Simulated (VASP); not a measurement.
A run of VASP 6.6.1:

INCAR

```
SYSTEM = TiAl
  PREC = Accurate
  ENCUT = 520
  EDIFF = 1E-6
  ISMEAR = 0
  SIGMA = 0.1
  LREAL = .FALSE.
  LASPH = .TRUE.
  NELM = 100
  ALGO = Normal
  ISIF = 2
  LWAVE = .FALSE.
  LCHARG = .FALSE.
  GGA = PS
  NBANDS = 14
```

KPOINTS

```
regular mesh
0
G
  6 6 6
  0 0 0
```

POSCAR

```
TiAl
1.0
    3.1790640000      0.0000000000      0.0000000000
    0.0000000000      3.1790640000      0.0000000000
    0.0000000000      0.0000000000      3.1790640000
Ti Al
1 1
Direct
    0.0000000000      0.0000000000      0.0000000000
    0.5000000000      0.5000000000      0.5000000000
```

Potentials or basis: VASP PAW PBE potentials, release 64 (Ti_sv, Al).

Launch:

```bash
$ cat potpaw_PBE.64/Ti_sv/POTCAR potpaw_PBE.64/Al/POTCAR > POTCAR
$ mpirun -np 1 vasp_std > vasp.out
```

Hardware: 1 thread of AMD EPYC 7R13 Processor (Zen 3), with other jobs on the host.

Estimate the wall time of this run.

It took 6.2 s on 1 thread of AMD EPYC 7R13 Processor (Zen 3) (shared host), peak memory 0.11 GiB. Counts: scf iterations 12, k points 20.
